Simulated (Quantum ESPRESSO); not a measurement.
TiC:

```
Ti C
1.0
     0.00000    2.16572    2.16572
     2.16572    0.00000    2.16572
     2.16572    2.16572    0.00000
Ti C
1 1
Direct
  0.00000 0.00000 0.00000
  0.50000 0.50000 0.50000
```

The cell is a database's computed one.

Base run:

```yaml
Program: Quantum ESPRESSO 7.5
Functional: PBEsol
Potentials_or_basis: SSSP 1.3 efficiency PBE
Cutoff: 748 eV
Density_cutoff: 5987 eV
k_mesh: 11 × 11 × 11
Occupations: fermi-dirac, width 0.05 eV
Spin: no spin polarisation
Hubbard_terms: Ti d U = 3 eV
```

Its results: band gap on the k mesh none (metal or under the smearing width); pressure -1.1 GPa.

Problem. The run is repeated on the same cell with these changes: hubbard terms from Ti d U = 3 eV to Ti d U = 4 eV. What comes out?

Solution. Band gap on the k mesh none (metal or under the smearing width); pressure 1.0 GPa.

Caveats: the potentials were made for another functional, which shifts forces and pressure; U without spin polarisation on a metal has little footing; the U is typed as a test and isn't derived for this compound.

Not every run made on this cell is shown here.
